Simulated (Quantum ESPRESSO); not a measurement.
# InAs (F-43m) in Quantum ESPRESSO: reference runs

Aim: a first look at InAs with PBEsol, on the cell as given.

All numbers are computed with Quantum ESPRESSO 7.5; they aren't measurements. Logs are shortened: lines on timing, memory, paths and dates and some standing lists are left out, and cuts for length are marked.

**The experiment to reproduce.**

A printed reference work, data compilation reports, for a bulk crystal of InAs at 4.2 K: band gap 0.418 eV (direct).

How close the calculation comes is told below.

## (1) Starting point

It takes space group F-43m (No. 216, cubic). The conventional cell has a = 6.036 Å, b = 6.036 Å, c = 6.036 Å, α = 90.00°, β = 90.00°, γ = 90.00°. In (site symmetry -43m) has 4 As at 2.61 Å as nearest neighbours. Around As (site symmetry -43m) lie 4 In at 2.61 Å.

## (2) Single point, PBEsol

Contents of pw.in:

```
&CONTROL
  calculation = 'scf'
  prefix = 'pwscf'
  outdir = './tmp'
  pseudo_dir = './pseudo'
  tprnfor = .true.
  tstress = .true.
  disk_io = 'low'
/
&SYSTEM
  ibrav = 0
  nat = 2
  ntyp = 2
  ecutwfc = 56
  ecutrho = 448
  nbnd = 15
  occupations = 'smearing'
  smearing = 'fd'
  degauss = 0.00367493
/
&ELECTRONS
  conv_thr = 4d-10
  electron_maxstep = 120
  mixing_beta = 0.5
/
ATOMIC_SPECIES
In   114.8180 in_pbesol_v1.4.uspp.F.UPF
As    74.9216 as_pbesol_v1.uspp.F.UPF
CELL_PARAMETERS angstrom
   0.0000000000    3.0180000000    3.0180000000
   3.0180000000    0.0000000000    3.0180000000
   3.0180000000    3.0180000000    0.0000000000
ATOMIC_POSITIONS crystal
In     0.0000000000    0.0000000000    0.0000000000
As     0.7500000000    0.7500000000    0.7500000000
K_POINTS automatic
8 8 8 0 0 0
```

Contents of pp_density.in:

```
&INPUTPP
  prefix = 'pwscf'
  outdir = './tmp'
  filplot = 'density.dat'
  plot_num = 0
/
&PLOT
  nfile = 1
  filepp(1) = 'density.dat'
  iflag = 3
  output_format = 6
  fileout = 'density.cube'
/
```

Contents of pp_potential.in:

```
&INPUTPP
  prefix = 'pwscf'
  outdir = './tmp'
  filplot = 'potential.dat'
  plot_num = 11
/
&PLOT
  nfile = 1
  filepp(1) = 'potential.dat'
  iflag = 3
  output_format = 6
  fileout = 'potential.cube'
/
```

Potentials or basis: GBRV 1.5 PBEsol.

Launch:

```sh
$ OMP_NUM_THREADS=1 mpirun -n 2 pw.x -nk 2 -in pw.in > pw.out
$ OMP_NUM_THREADS=1 mpirun -n 1 pp.x -in pp_density.in > pp_density.out
$ OMP_NUM_THREADS=1 mpirun -n 1 pp.x -in pp_potential.in > pp_potential.out
```

pw.out:

```text
This program is part of the open-source Quantum ESPRESSO suite
     for quantum simulation of materials; please cite
[... 13 lines left out ...]
     --------------------
     sticks:   dense  smooth     PW     G-vecs:    dense   smooth      PW
     Sum        2017    1003    301                59535    20875    3479

     Using Slab Decomposition

     bravais-lattice index     =            0
     lattice parameter (alat)  =       8.0655  a.u.
     unit-cell volume          =     371.0089 (a.u.)^3
     number of atoms/cell      =            2
     number of atomic types    =            2
     number of electrons       =        18.00
     number of Kohn-Sham states=           15
     kinetic-energy cutoff     =      56.0000  Ry
     charge density cutoff     =     448.0000  Ry
     scf convergence threshold =      4.0E-10
     mixing beta               =       0.5000
     number of iterations used =            8  plain     mixing
     Exchange-correlation= SLA  PW   PSX  PSC
                           (   1   4  10   8   0   0   0)

     celldm(1)=   8.065534  celldm(2)=   0.000000  celldm(3)=   0.000000
     celldm(4)=   0.000000  celldm(5)=   0.000000  celldm(6)=   0.000000

     crystal axes: (cart. coord. in units of alat)
               a(1) = (   0.000000   0.707107   0.707107 )
               a(2) = (   0.707107   0.000000   0.707107 )
               a(3) = (   0.707107   0.707107   0.000000 )

     reciprocal axes: (cart. coord. in units 2 pi/alat)
               b(1) = ( -0.707107  0.707107  0.707107 )
               b(2) = (  0.707107 -0.707107  0.707107 )
               b(3) = (  0.707107  0.707107 -0.707107 )

     PseudoPot. # 1 for In read from file:
     in_pbesol_v1.4.uspp.F.UPF
     Pseudo is Ultrasoft + core correction, Zval = 13.0
     Generated by new atomic code, or converted to UPF format
     Using radial grid of  889 points,  6 beta functions with:
                l(1) =   0
                l(2) =   0
                l(3) =   1
                l(4) =   1
                l(5) =   2
                l(6) =   2
     Q(r) pseudized with  6 coefficients,  rinner =    1.400   1.400   1.400
                                                       1.400   1.400

     PseudoPot. # 2 for As read from file:
     as_pbesol_v1.uspp.F.UPF
     Pseudo is Ultrasoft + core correction, Zval =  5.0
     Generated by new atomic code, or converted to UPF format
     Using radial grid of  875 points,  6 beta functions with:
                l(1) =   0
                l(2) =   0
                l(3) =   1
                l(4) =   1
                l(5) =   2
                l(6) =   2
     Q(r) pseudized with  8 coefficients,  rinner =    1.300   1.300   1.300
                                                       1.300   1.300

     atomic species   valence    mass     pseudopotential
     In               13.00   114.81800     In( 1.00)
     As                5.00    74.92160     As( 1.00)

     24 Sym. Ops. (no inversion) found

   Cartesian axes

     site n.     atom                  positions (alat units)
         1        In     tau(   1) = (   0.0000000   0.0000000   0.0000000  )
         2        As     tau(   2) = (   1.0606602   1.0606602   1.0606602  )

     number of k points=    29  Fermi-Dirac smearing, width (Ry)=  0.0037
                       cart. coord. in units 2pi/alat
        k(    1) = (   0.0000000   0.0000000   0.0000000), wk =   0.0039062
        k(    2) = (   0.0883883   0.0883883  -0.0883883), wk =   0.0312500
        k(    3) = (   0.1767767   0.1767767  -0.1767767), wk =   0.0312500
        k(    4) = (   0.2651650   0.2651650  -0.2651650), wk =   0.0312500
        k(    5) = (  -0.3535534  -0.3535534   0.3535534), wk =   0.0156250
        k(    6) = (   0.1767767   0.0000000   0.0000000), wk =   0.0234375
[... 21 lines left out ...]
        k(   28) = (  -0.7071068   0.1767767  -0.0000000), wk =   0.0468750
        k(   29) = (  -0.7071068   0.3535534   0.0000000), wk =   0.0234375

     Dense  grid:    59535 G-vectors     FFT dimensions: (  60,  60,  60)

     Smooth grid:    20875 G-vectors     FFT dimensions: (  40,  40,  40)

     Initial potential from superposition of free atoms

     starting charge      16.4998, renormalised to      18.0000
     Starting wfcs are   13 randomized atomic wfcs +    2 random wfcs

     Self-consistent Calculation

     iteration #  1     ecut=    56.00 Ry     beta= 0.50
     Davidson diagonalization with overlap
     ethr =  1.00E-02,  avg # of iterations =  6.9

     total energy              =    -172.26108261 Ry
     estimated scf accuracy    <       2.59220084 Ry

     iteration #  2     ecut=    56.00 Ry     beta= 0.50
     Davidson diagonalization with overlap
     ethr =  1.00E-02,  avg # of iterations =  2.0

     total energy              =    -173.15424719 Ry
     estimated scf accuracy    <       0.25668026 Ry

     iteration #  3     ecut=    56.00 Ry     beta= 0.50
     Davidson diagonalization with overlap
     ethr =  1.43E-03,  avg # of iterations =  2.0
[... 29 lines left out ...]
     total energy              =    -173.19900359 Ry
     estimated scf accuracy    <       0.00000008 Ry

     iteration #  8     ecut=    56.00 Ry     beta= 0.50
     Davidson diagonalization with overlap
     ethr =  4.40E-10,  avg # of iterations =  3.9

     total energy              =    -173.19900364 Ry
     estimated scf accuracy    <       0.00000003 Ry

     iteration #  9     ecut=    56.00 Ry     beta= 0.50
     Davidson diagonalization with overlap
     ethr =  1.79E-10,  avg # of iterations =  2.1

     End of self-consistent calculation

          k = 0.0000 0.0000 0.0000 (  2685 PWs)   bands (ev):

    -7.7878  -7.7878  -7.7878  -7.6579  -7.6579  -5.3706   6.2960   6.5712
     6.5712   6.5712  10.4219  10.4219  10.4219  13.9309  16.3034

          k = 0.0884 0.0884-0.0884 (  2667 PWs)   bands (ev):

    -7.8091  -7.7817  -7.7817  -7.6580  -7.6580  -5.2056   4.6437   6.3734
     6.3734   7.6197  10.5647  10.7080  10.7080  14.7832  15.3612

          k = 0.1768 0.1768-0.1768 (  2632 PWs)   bands (ev):

    -7.8569  -7.7686  -7.7686  -7.6565  -7.6565  -4.7540   2.8174   5.9856
     5.9856   7.7427  11.1476  11.1476  11.6560  14.7933  15.1105

          k = 0.2652 0.2652-0.2652 (  2611 PWs)   bands (ev):

    -7.9005  -7.7584  -7.7584  -7.6520  -7.6520  -4.1752   1.3402   5.6743
     5.6743   7.5370  11.2368  11.2368  12.9973  14.6904  16.0653

          k =-0.3536-0.3536 0.3536 (  2608 PWs)   bands (ev):

    -7.9176  -7.7551  -7.7551  -7.6491  -7.6491  -3.8649   0.7197   5.5601
     5.5601   7.4455  11.1993  11.1993  13.2925  15.4966  17.3144

          k = 0.1768 0.0000 0.0000 (  2645 PWs)   bands (ev):

    -7.8222  -7.7758  -7.7758  -7.6625  -7.6543  -5.1513   4.5732   6.0264
     6.0264   8.2612   9.7154  11.1967  11.1967  14.1475  15.1858

          k = 0.2652 0.0884-0.0884 (  2631 PWs)   bands (ev):

    -7.8606  -7.7647  -7.7621  -7.6661  -7.6509  -4.7950   3.2254   5.5713
     5.5939   8.7109   9.8163  11.7500  11.8206  13.8825  16.0680

          k = 0.3536 0.1768-0.1768 (  2630 PWs)   bands (ev):

    -7.9004  -7.7558  -7.7506  -7.6639  -7.6476  -4.2460   1.7570   5.0411
     5.3206   8.5531  10.5784  11.9623  12.1699  14.8914  15.9594

          k =-0.2652-0.4419 0.4419 (  2618 PWs)   bands (ev):

    -7.9222  -7.7516  -7.7468  -7.6569  -7.6479  -3.8035   0.8541   4.6585
     5.2996   8.4124  10.7711  11.7487  13.3575  15.2964  16.7100

          k =-0.1768-0.3536 0.3536 (  2617 PWs)   bands (ev):

    -7.9158  -7.7520  -7.7502  -7.6541  -7.6521  -3.9111   1.0597   4.5437
     5.5314   8.4292  10.9554  11.5363  13.2110  15.4785  15.6949

          k =-0.0884-0.2652 0.2652 (  2630 PWs)   bands (ev):

    -7.8836  -7.7609  -7.7575  -7.6606  -7.6524  -4.4405   2.2127   4.7679
     5.9372   8.5460  11.0995  11.2776  11.9034  14.4975  15.5491

          k = 0.0000-0.1768 0.1768 (  2635 PWs)   bands (ev):

    -7.8402  -7.7749  -7.7689  -7.6612  -7.6547  -4.9448   3.6381   5.4373
     6.3218   8.3360  10.4660  10.8330  11.5738  14.4583  15.1856

          k = 0.3536 0.0000 0.0000 (  2650 PWs)   bands (ev):

    -7.8938  -7.7464  -7.7464  -7.6763  -7.6458  -4.5515   2.8285   5.1119
     5.1119   8.7398   9.2932  12.8011  12.8011  13.2084  16.9529

          k = 0.4419 0.0884-0.0884 (  2618 PWs)   bands (ev):

    -7.9256  -7.7358  -7.7325  -7.6800  -7.6421  -4.0928   1.8557   4.4842
     4.8056   8.7462   9.5833  12.4759  13.3146  14.8808  17.4100

          k =-0.1768-0.5303 0.5303 (  2626 PWs)   bands (ev):

    -7.9408  -7.7365  -7.7272  -7.6742  -7.6437  -3.6327   1.0438   3.7719
     4.7804   8.7660  10.7474  12.3934  13.1098  15.6767  17.6016

          k =-0.0884-0.4419 0.4419 (  2621 PWs)   bands (ev):

    -7.9358  -7.7421  -7.7314  -7.6638  -7.6519  -3.5612   0.9427   3.4126
     5.0420   8.9244  11.3245  12.6566  13.1320  14.6164  15.7815

          k = 0.0000-0.3536 0.3536 (  2642 PWs)   bands (ev):

    -7.9142  -7.7487  -7.7446  -7.6598  -7.6553  -3.9552   1.5362   3.6783
     5.5035   9.1135  11.4846  11.8373  12.0088  14.6132  16.2784

          k = 0.5303-0.0000 0.0000 (  2630 PWs)   bands (ev):

    -7.9547  -7.7160  -7.7160  -7.6916  -7.6372  -3.7625   1.3436   4.4395
     4.4395   8.1594   8.8880  14.4796  14.6146  14.6146  17.6509

          k =-0.0884-0.6187 0.6187 (  2622 PWs)   bands (ev):

    -7.9661  -7.7149  -7.7096  -7.6902  -7.6372  -3.4188   0.8528   3.8551
     4.3566   8.3371   9.2412  14.1413  14.7880  15.8440  17.9461

          k = 0.0000-0.5303 0.5303 (  2616 PWs)   bands (ev):

    -7.9564  -7.7274  -7.7150  -7.6791  -7.6444  -3.3273   0.7915   3.2254
     4.5808   8.5885  10.7876  13.8136  13.9571  14.2857  16.5434

          k =-0.7071 0.0000 0.0000 (  2586 PWs)   bands (ev):

    -7.9777  -7.7031  -7.7031  -7.6982  -7.6336  -3.3119   0.6552   4.1998
     4.1998   8.0011   8.5511  15.6570  15.8306  15.8306  18.0923

          k = 0.3536 0.1768 0.0000 (  2623 PWs)   bands (ev):

    -7.8958  -7.7527  -7.7479  -7.6701  -7.6476  -4.3848   2.3337   4.5224
     5.4469   9.3511   9.7640  11.6302  12.5503  14.2758  16.6903

          k =-0.2652-0.4419 0.6187 (  2631 PWs)   bands (ev):

    -7.9236  -7.7472  -7.7364  -7.6675  -7.6477  -3.8652   1.3403   3.9345
     5.0658   9.3685  10.5106  11.6571  13.0652  15.0838  16.8421

          k =-0.1768-0.3536 0.5303 (  2620 PWs)   bands (ev):

    -7.9340  -7.7462  -7.7322  -7.6630  -7.6498  -3.5931   0.8685   3.7735
     4.8867   9.3243  10.5378  12.3228  13.5927  14.5789  16.9082

          k =-0.1768-0.5303 0.7071 (  2608 PWs)   bands (ev):

    -7.9469  -7.7298  -7.7195  -7.6820  -7.6412  -3.6710   1.2289   3.9323
     4.4160   9.1566   9.5903  12.3426  14.5820  15.1926  17.7795

          k =-0.0884-0.4419 0.6187 (  2621 PWs)   bands (ev):

    -7.9512  -7.7347  -7.7153  -7.6756  -7.6462  -3.3739   0.8610   3.4008
     4.2615   9.4434  10.7970  12.0687  13.8132  15.1463  17.5786

          k = 0.0000-0.3536 0.5303 (  2627 PWs)   bands (ev):

    -7.9416  -7.7416  -7.7214  -7.6689  -7.6508  -3.4749   0.9817   3.2810
     4.5651   9.7136  11.1960  11.5921  13.8945  14.4584  16.3190

          k =-0.7071 0.1768-0.0000 (  2610 PWs)   bands (ev):

    -7.9665  -7.7190  -7.7085  -7.6861  -7.6396  -3.2846   0.7229   3.8572
     3.8848   8.9485   9.4177  13.8680  14.1713  16.2464  18.2128

          k =-0.7071 0.3536 0.0000 (  2608 PWs)   bands (ev):

    -7.9536  -7.7363  -7.7105  -7.6742  -7.6486  -3.2569   0.7986   3.5562
     3.6284  10.7613  10.7837  11.5071  12.5502  16.3734  18.2879

     the Fermi energy is     6.6179 ev

!    total energy              =    -173.19900365 Ry
     estimated scf accuracy    <          1.4E-10 Ry
     smearing contrib. (-TS)   =      -0.00003912 Ry
     internal energy E=F+TS    =    -173.19896453 Ry

     The total energy is F=E-TS. E is the sum of the following terms:
     one-electron contribution =     -58.71730860 Ry
     hartree contribution      =      41.34810080 Ry
     xc contribution           =     -68.71059023 Ry
     ewald contribution        =     -87.11916650 Ry

     convergence has been achieved in   9 iterations

     Forces acting on atoms (cartesian axes, Ry/au):

     atom    1 type  1   force =     0.00000000    0.00000000    0.00000000
     atom    2 type  2   force =     0.00000000    0.00000000   -0.00000000

     Total force =     0.000000     Total SCF correction =     0.000000

     Computing stress (Cartesian axis) and pressure

          total   stress  (Ry/bohr**3)                   (kbar)     P=       15.09
   0.00010260   0.00000000   0.00000000           15.09        0.00        0.00
   0.00000000   0.00010260   0.00000000            0.00       15.09        0.00
   0.00000000   0.00000000   0.00010260            0.00        0.00       15.09

=------------------------------------------------------------------------------=
   JOB DONE.
=------------------------------------------------------------------------------=
```

It took 22 s on 2 MPI ranks of Arm Neoverse V1, shared host; peak memory 0.34 GiB.

What came out:

```
Free energy            : -2356.4925 eV
Pressure               : 1.5 GPa
Band gap on the k mesh : none (metal or under the smearing width)
```

Levels at points of the mesh, in eV from the Fermi level:
| k point | band 7 | band 8 | band 9 | band 10 | band 11 | band 12 |
| --- | --- | --- | --- | --- | --- | --- |
| (0.00, 0.00, 0.00) | -0.32 | -0.05 | -0.05 | -0.05 | 3.80 | 3.80 |
| (0.00, 0.00, -0.50) | -5.90 | -1.06 | -1.06 | 0.83 | 4.58 | 4.58 |
| (0.00, -0.50, -0.50) | -5.96 | -2.42 | -2.42 | 1.38 | 1.93 | 9.04 |

Caveat: this crystal is a semiconductor, whose small gap the functional closes, so the metal is an error of the method.

## (3) Against experiment

Step 2. A measured gap of InAs is 0.418 eV (direct; 4.2 K; a printed reference work, data compilation); the calculated 0.00 eV misses it by -0.42 eV. Spin-orbit coupling on As, In is left out. The value is that of PBEsol on a finite k mesh, which can miss the band edges, without temperature or zero-point motion. Semilocal functionals fall short of measured gaps as a rule.
